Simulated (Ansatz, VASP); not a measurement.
Two plane-wave programs on Mg

```
Mg
1.0
     0.00000    2.31188    2.31188
     2.31188    0.00000    2.31188
     2.31188    2.31188    0.00000
Mg
1
Cartesian
  0.0000 0.0000 0.0000
```

Alike in both runs: task single point; functional PBE; k mesh 16 × 16 × 16; occupations gaussian, width 0.1 eV; no spin polarisation.

```csv
,VASP,Ansatz
version,VASP 6.6.1,Ansatz 0.2.0
potentials or method,"VASP PAW PBE potentials, release 64 (Mg)","scalar-relativistic, plane waves, PAW"
plane-wave cutoff (eV),520,420
valence electrons in the cell,2,10
```

|  | VASP | Ansatz | Ansatz less VASP |
| --- | --- | --- | --- |
| gap on the k mesh at the Fermi level (eV) | none | none | - |
| pressure (GPa) | -2.2 | -2.1 | +0.12 |

A gap of «none» marks a metal or a gap that the smearing closes. The functional is the same, so the differences come from potentials, cutoffs and numerics. The two sets of potentials don't hold the same shells in valence.
